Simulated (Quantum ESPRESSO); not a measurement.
**MnO: zone-centre phonons under several settings**

```
Mn O
1.0
     0.00000    2.22200    2.22200
     2.22200    0.00000    2.22200
     2.22200    2.22200    0.00000
Mn O
1 1
Direct
  0.00000 0.00000 0.00000
  0.50000 0.50000 0.50000
```

All runs used Quantum ESPRESSO 7.5; k mesh 4 × 4 × 4, shifted; relaxed cell; collinear spin, ferromagnetic start; cutoff 1306 eV; occupations fermi-dirac, width 0.05 eV.

```tsv
level	potentials	volume (Å³/atom)	pressure (GPa)	lowest optical mode without the field (cm⁻¹)
LDA	PseudoDojo 0.4.1 SR LDA standard	9.11	0.0	439
PBE	PseudoDojo 0.4.1 SR PBE standard	11.12	0.0	242
PBEsol	PseudoDojo 0.4.1 SR PBEsol standard	?	0.0	?
PW91	PseudoDojo 0.4.1 SR PBE standard	11.02	0.0	256
RPBE	PseudoDojo 0.4.1 SR PBE standard	11.63	0.1	191
```

What stands in the row left open?

Volume 10.32 Å³/atom; lowest optical mode without the field 319 cm⁻¹.

Caveats: all runs use coarse meshes; the mesh is thin for the phonons of a metal; a cell with one magnetic atom can't hold antiferromagnetic order, which such compounds often take; the potentials were made for another functional, which shifts forces and pressure (some runs); the volume moved by over 15 % at a fixed basis, so the end points are rough (some runs); before the sum rule the acoustic modes lie tens of cm⁻¹ from zero, a sign that the density grid also shifts the optical modes (some runs).

For the row left open. Caveat: the k mesh is coarse (spacing up to 0.61 Å⁻¹), so the values aren't converged; the mesh is thin for the phonons of a metal; a cell with one magnetic atom can't hold antiferromagnetic order, which such compounds often take.
